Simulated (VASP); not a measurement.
# TiC (Fm-3m) in VASP: further runs

The runs below take TiC through relaxation of cell and atoms, with PBE+D3(BJ), LDA.

Everything below comes from runs of VASP 6.6.1. Logs are shortened: lines on timing, memory, paths and dates and some standing lists are left out, and cuts for length are marked.

## (1) The crystal as given

It takes space group Fm-3m (No. 225, cubic). The conventional cell has a = 4.319 Å, b = 4.319 Å, c = 4.319 Å, α = 90.00°, β = 90.00°, γ = 90.00°. Ti (site symmetry m-3m) is surrounded by 6 C at 2.16 Å. Around C (site symmetry m-3m) lie 6 Ti at 2.16 Å.

## (2) Relaxation of cell and atoms, PBE+D3(BJ)

INCAR

```
SYSTEM = TiC
PREC = Accurate
ENCUT = 600
EDIFF = 1E-6
ISMEAR = 1
SIGMA = 0.1
LREAL = .False.
LASPH = .True.
NELM = 80
ALGO = Normal
ISIF = 3
LWAVE = .False.
LCHARG = .False.
GGA = PE
IVDW = 12
IBRION = 2
NSW = 90
EDIFFG = -0.01
```

KPOINTS

```
regular mesh
0
Gamma
  14 14 14
  0 0 0
```

POSCAR

```
TiC
1.0
    0.0000000000      2.1593000000      2.1593000000
    2.1593000000      0.0000000000      2.1593000000
    2.1593000000      2.1593000000      0.0000000000
Ti C
1 1
Direct
    0.0000000000      0.0000000000      0.0000000000
    0.5000000000      0.5000000000      0.5000000000
```

Potentials or basis: VASP PAW PBE potentials, release 64 (Ti_sv, C).

Launch:

```sh
cat potpaw_PBE.64/Ti_sv/POTCAR potpaw_PBE.64/C/POTCAR > POTCAR
mpirun -np 1 vasp_std > vasp.out
```

OUTCAR:

```text
SYSTEM = TiC
   PREC = Accurate
   ENCUT = 600
   EDIFF = 1E-6
   ISMEAR = 1
   LREAL = .False.
   LASPH = .True.
   NELM = 80
   ISIF = 3
   GGA = PE
   IVDW = 12
   IBRION = 2
   NSW = 90
   EDIFFG = -0.01
 IVDW          = 12

 ion  position               nearest neighbor table
   1  0.000  0.000  0.000-   2 2.16   2 2.16   2 2.16   2 2.16   2 2.16   2 2.16
   2  0.500  0.500  0.500-   1 2.16   1 2.16   1 2.16   1 2.16   1 2.16   1 2.16

  LATTYP: Found a face centered cubic cell.
 ALAT       =     4.3186000000

  Lattice vectors:

 A1 = (   0.0000000000,   2.1593000000,   2.1593000000)
 A2 = (   2.1593000000,   0.0000000000,   2.1593000000)
 A3 = (   2.1593000000,   2.1593000000,   0.0000000000)

Analysis of symmetry for initial positions (statically):
=====================================================================
 Subroutine PRICEL returns:
 Original cell was already a primitive cell.

 Routine SETGRP: Setting up the symmetry group for a
 face centered cubic supercell.

 Subroutine GETGRP returns: Found 48 space group operations
 (whereof 48 operations were pure point group operations)
 out of a pool of 48 trial point group operations.

The static configuration has the point symmetry O_h .

Analysis of symmetry for dynamics (positions and initial velocities):
=====================================================================
 Subroutine PRICEL returns:
 Original cell was already a primitive cell.

 Routine SETGRP: Setting up the symmetry group for a
 face centered cubic supercell.

 Subroutine GETGRP returns: Found 48 space group operations
 (whereof 48 operations were pure point group operations)
 out of a pool of 48 trial point group operations.

The dynamic configuration has the point symmetry O_h .

 Subroutine INISYM returns: Found 48 space group operations
 (whereof 48 operations are pure point group operations),
 and found     1 'primitive' translations

----------------------------------------------------------------------------------------

                                     Primitive cell

  volume of cell :      20.1358

  direct lattice vectors                    reciprocal lattice vectors
     0.000000000  2.159300000  2.159300000    -0.231556523  0.231556523  0.231556523
     2.159300000  0.000000000  2.159300000     0.231556523 -0.231556523  0.231556523
     2.159300000  2.159300000  0.000000000     0.231556523  0.231556523 -0.231556523

  length of vectors
     3.053711345  3.053711345  3.053711345     0.401067663  0.401067663  0.401067663

  position of ions in fractional coordinates (direct lattice)
     0.000000000  0.000000000  0.000000000
     0.500000000  0.500000000  0.500000000

  ion indices of the primitive-cell ions
   primitive index   ion index
                 1           1
                 2           2

----------------------------------------------------------------------------------------

 KPOINTS: regular mesh

Automatic generation of k-mesh.
 Grid dimensions read from file:
 generate k-points for:   14   14   14

 Generating k-lattice:

  Cartesian coordinates                     Fractional coordinates (reciprocal lattice)
    -0.016539752  0.016539752  0.016539752     0.071428571  0.000000000  0.000000000
     0.016539752 -0.016539752  0.016539752     0.000000000  0.071428571  0.000000000
     0.016539752  0.016539752 -0.016539752     0.000000000  0.000000000  0.071428571

  Length of vectors
     0.028647690  0.028647690  0.028647690

  Shift w.r.t. Gamma in fractional coordinates (k-lattice)
     0.000000000  0.000000000  0.000000000

 Subroutine IBZKPT returns following result:
 ===========================================

 Found    104 irreducible k-points:

 Following reciprocal coordinates:
            Coordinates               Weight
  0.000000  0.000000  0.000000      1.000000
  0.071429  0.000000  0.000000      8.000000
  0.142857  0.000000  0.000000      8.000000
  0.214286  0.000000  0.000000      8.000000
  0.285714  0.000000  0.000000      8.000000
  0.357143  0.000000  0.000000      8.000000
[... 16 lines left out ...]
  0.214286  0.142857  0.000000     24.000000
  0.285714  0.142857  0.000000     24.000000
 [... further k-points ...]
   k-points           NKPTS =    104   k-points in BZ     NKDIM =    104   number of bands    NBANDS=     12
   number of dos      NEDOS =    301   number of ions     NIONS =      2
   total plane-waves  NPLWV =  13824
   dimension x,y,z NGX =    24 NGY =   24 NGZ =   24
   dimension x,y,z NGXF=    48 NGYF=   48 NGZF=   48
   ions per type =               1   1
   NGX,Y,Z   is equivalent  to a cutoff of  13.07, 13.07, 13.07 a.u.
   NGXF,Y,Z  is equivalent  to a cutoff of  26.13, 26.13, 26.13 a.u.
 SYSTEM =  TiC
   PREC   = accura    normal or accurate (medium, high low for compatibility)
   ISTART =      0    job   : 0-new  1-cont  2-samecut
   ICHARG =      2    charge: 1-file 2-atom 10-const
   ISPIN  =      1    spin polarized calculation?
   LNONCOLLINEAR =      F non collinear calculations
   LSORBIT =      F    spin-orbit coupling
   LASPH  =      T    aspherical Exc in radial PAW
   ENCUT  =  600.0 eV  44.10 Ry    6.64 a.u.   6.10  6.10  6.10*2*pi/ulx,y,z
   NELM   =     80;   NELMIN=  2; NELMDL= -5     # of ELM steps
   EDIFF  = 0.1E-05   stopping-criterion for ELM
   LREAL  =      F    real-space projection
   EDIFFG = -.1E-01   stopping-criterion for IOM
   NSW    =     90    number of steps for IOM
   IBRION =      2    ionic relax: 0-MD 1-quasi-New 2-CG
   NFREE  =      1    steps in history (QN), initial steepest desc. (CG)
   ISIF   =      3    stress and relaxation
   ISYM   =      2    0-nonsym 1-usesym 2-fastsym
   POTIM  = 0.5000    time-step for ionic-motion
   TEBEG  =    0.0;   TEEND  =   0.0 temperature during run
   PSTRESS=    0.0 pullay stress
   NELECT =      16.0000    total number of electrons
   NUPDOWN=      -1.0000    fix difference up-down
   EMIN   =  10.00;   EMAX   =-10.00  energy-range for DOS
   EFERMI =   0.00;   METHOD = LEGACY
   ISMEAR =     1;   SIGMA  =   0.10  broadening in eV -4-tet -1-fermi 0-gaus
   EFERMI_NEDOS =   21; number of points for ismear=-14 and -15
   IALGO  =     38    algorithm
   IMIX   =      4    mixing-type and parameters
     AMIX     =   0.40;   BMIX     =  1.00
     AMIX_MAG =   1.60;   BMIX_MAG =  1.00
  volume/ion in A,a.u.               =      10.07        67.94
  Fermi-wavevector in a.u.,A,eV,Ry     =   1.516323  2.865436 31.283015  2.299237
  Thomas-Fermi vector in A             =   2.625728
   LORBIT       =      0    0 simple, 1 ext, 2 COOP (PROOUT), +10 PAW based schemes
   GGA     = PE    functional components
   LHFCALC =     F    Hartree Fock is set to
   AEXX    =    0.0000 exact exchange contribution
   IVDW    =    12    specifies the selected vdW correction
   LEPSILON=     F    determine dielectric tensor
   LRPA    =     F    only Hartree local field effects (RPA)
 conjugate gradient relaxation of ions
 non-spin polarized calculation
 Methfessel and Paxton  Order N= 1 SIGMA  =   0.10
  energy-cutoff  :      600.00
  volume of cell :       20.14
 maximum number of plane-waves:       692
   NGX = 13   NGY = 13   NGZ = 13

--------------------------------------- Ionic step        1  -------------------------------------------

 number of electron      16.0000002 magnetization

 Free energy of the ion-electron system (eV)
  ---------------------------------------------------
  ext. energy  EPLUGINS =         0.00000000
  ---------------------------------------------------
  free energy    TOTEN  =       -18.70772586 eV

  energy without entropy =      -18.70784164  energy(sigma->0) =      -18.70776445

------------------------ aborting loop because EDIFF is reached ----------------------------------------

 Edisp (eV)   -0.89911

 E8    (eV) :    -0.3862

  FORCE on cell =-STRESS in cart. coord.  units (eV):
  Direction    XX          YY          ZZ          XY          YZ          ZX
  --------------------------------------------------------------------------------------
  -------------------------------------------------------------------------------------
  Total      -0.60424    -0.60424    -0.60424     0.00000     0.00000     0.00000
  in kB     -48.07875   -48.07875   -48.07875     0.00000     0.00000     0.00000
  external pressure =      -48.08 kB  Pullay stress =        0.00 kB

 VOLUME and BASIS-vectors are now :
 -----------------------------------------------------------------------------
  energy-cutoff  :      600.00
  volume of cell :       20.14
      direct lattice vectors                 reciprocal lattice vectors
     0.000000000  2.159300000  2.159300000    -0.231556523  0.231556523  0.231556523
     2.159300000  0.000000000  2.159300000     0.231556523 -0.231556523  0.231556523
     2.159300000  2.159300000  0.000000000     0.231556523  0.231556523 -0.231556523

 POSITION                                       TOTAL-FORCE (eV/Angst)
 -----------------------------------------------------------------------------------
      0.00000      0.00000      0.00000         0.000000      0.000000      0.000000
      2.15930      2.15930      2.15930        -0.000000     -0.000000     -0.000000
 -----------------------------------------------------------------------------------
    total drift:                                0.000000     -0.000000     -0.000000

  FREE ENERGIE OF THE ION-ELECTRON SYSTEM (eV)
  ---------------------------------------------------
  free  energy   TOTEN  =       -19.6068403011 eV

  energy  without entropy=      -19.6069560774  energy(sigma->0) =      -19.60687889

--------------------------------------- Ionic step        2  -------------------------------------------

 number of electron      16.0000003 magnetization

 E-fermi :  10.0568     XC(G=0): -12.9741

 val. band max:       10.0489584335   @ k =   0.3571   0.2857   0.0000
 cond. band min:      10.0587155071   @ k =   0.5000   0.5000   0.0000
 fundamental gap:      0.0097570737
 Fermi energy:        10.0567906027

 k-point     1 :       0.0000    0.0000    0.0000
  band No.  band energies     occupation
      1     -46.3890      2.00000
      2     -22.3827      2.00000
      3     -22.3827      2.00000
      4     -22.3827      2.00000
      5      -2.5955      2.00000
      6      10.7578     -0.00000
      7      10.7578     -0.00000
      8      10.7578     -0.00000
      9      11.7939     -0.00000
     10      11.7939     -0.00000
     11      11.7939     -0.00000
     12      11.8739     -0.00000

 k-point     2 :       0.0714    0.0000    0.0000
  band No.  band energies     occupation
      1     -46.3845      2.00000
      2     -22.4139      2.00000
      3     -22.3855      2.00000
      4     -22.3855      2.00000
      5      -2.4723      2.00000
      6      10.1751     -0.07035
      7      10.4443     -0.00000
      8      10.4443     -0.00000
      9      11.1032     -0.00000
     10      11.1032     -0.00000
     11      12.1114      0.00000
     12      13.0600      0.00000
[... 356 lines left out ...]
 POSITION                                       TOTAL-FORCE (eV/Angst)
 -----------------------------------------------------------------------------------
      0.00000      0.00000      0.00000        -0.000000     -0.000000     -0.000000
      2.12783      2.12783      2.12783         0.000000      0.000000      0.000000
 -----------------------------------------------------------------------------------
    total drift:                                0.000000     -0.000000     -0.000000

  FREE ENERGIE OF THE ION-ELECTRON SYSTEM (eV)
  ---------------------------------------------------
  free  energy   TOTEN  =       -19.6021534603 eV

  energy  without entropy=      -19.6022217811  energy(sigma->0) =      -19.60217623

--------------------------------------- Ionic step        3  -------------------------------------------

 number of electron      16.0000003 magnetization

 Free energy of the ion-electron system (eV)
  ---------------------------------------------------
  ext. energy  EPLUGINS =         0.00000000
  ---------------------------------------------------
  free energy    TOTEN  =       -18.69577143 eV

  energy without entropy =      -18.69587464  energy(sigma->0) =      -18.69580583

 E-fermi :   9.7449     XC(G=0): -12.8414

 val. band max:        9.7435966029   @ k =   0.3571   0.2857   0.0000
 cond. band min:       9.7994183252   @ k =   0.4286   0.3571   0.0000
 fundamental gap:      0.0558217224
 Fermi energy:         9.7448644251

 k-point     1 :       0.0000    0.0000    0.0000
  band No.  band energies     occupation
      1     -46.7683      2.00000
      2     -22.7774      2.00000
      3     -22.7774      2.00000
      4     -22.7774      2.00000
      5      -2.7849      2.00000
      6      10.4440     -0.00000
      7      10.4440     -0.00000
      8      10.4440     -0.00000
      9      11.4545     -0.00000
     10      11.4545     -0.00000
     11      11.4545     -0.00000
     12      11.5130     -0.00000

 k-point     2 :       0.0714    0.0000    0.0000
  band No.  band energies     occupation
      1     -46.7642      2.00000
      2     -22.8058      2.00000
      3     -22.7800      2.00000
      4     -22.7800      2.00000
      5      -2.6656      2.00000
      6       9.8750     -0.06929
      7      10.1357     -0.00000
      8      10.1357     -0.00000
      9      10.7752     -0.00000
     10      10.7752     -0.00000
     11      11.7581      0.00000
     12      12.6756      0.00000
[... 356 lines left out ...]
 POSITION                                       TOTAL-FORCE (eV/Angst)
 -----------------------------------------------------------------------------------
      0.00000      0.00000      0.00000        -0.000000      0.000000      0.000000
      2.14584      2.14584      2.14584         0.000000     -0.000000     -0.000000
 -----------------------------------------------------------------------------------
    total drift:                                0.000000     -0.000000     -0.000000

  FREE ENERGIE OF THE ION-ELECTRON SYSTEM (eV)
  ---------------------------------------------------
  free  energy   TOTEN  =       -19.6125827660 eV

  energy  without entropy=      -19.6126859749  energy(sigma->0) =      -19.61261717

 reached required accuracy - stopping structural energy minimisation
```

Wall time 26 s (1 thread of Intel Xeon 6975P-C (Granite Rapids), shared host); peak memory 0.18 GiB.

Results:

```
Free energy                            : -19.6126 eV
Relaxed volume                         : 9.88 Å³/atom
Relaxed cell                           : a = 3.035 Å, b = 3.035 Å, c = 3.035 Å, α = 60.00°, β = 60.00°, γ = 60.00°
Space group after relaxing (to 0.05 Å) : Fm-3m (No. 225)
Energy gained by relaxing              : 2.9 meV/atom
Ionic steps                            : 3
Pressure after relaxing                : 0.0 GPa
Band gap on the k mesh                 : none (metal or under the smearing width)
Dispersion energy per atom             : -0.458 eV
```

Step by step:
| step | energy change (eV) | largest force (eV/Å) | pressure (GPa) | volume (Å³) |
| --- | --- | --- | --- | --- |
| 1 | 0.0000 | 0.0000 | -4.81 | 20.14 |
| 2 | 0.0047 | 0.0000 | 6.92 | 19.27 |
| 3 | -0.0057 | 0.0000 | -0.02 | 19.76 |

Final structure:
```
Ti C
1.0
     0.00000    2.14584    2.14584
     2.14584    0.00000    2.14584
     2.14584    2.14584    0.00000
Ti C
1 1
Direct
  0.00000 0.00000 0.00000
  0.50000 0.50000 0.50000
```

Levels at points of the mesh, in eV from the Fermi level:
```
           k point  band 5  band 6  band 7  band 8  band 9  band 10  band 11  band 12
(0.00, 0.00, 0.00)  -12.53    0.70    0.70    0.70    1.71     1.71     1.71     1.77
(0.50, 0.00, 0.00)   -8.92   -5.97   -2.99   -2.99    3.02     3.02     4.25     8.37
(0.50, 0.50, 0.00)  -10.23   -3.45   -1.70   -0.02   -0.02     2.81     3.65     3.65
```

Caveat: pairwise dispersion overbinds metals, which lowers pressure and volume.

[end of part 1 of 2]
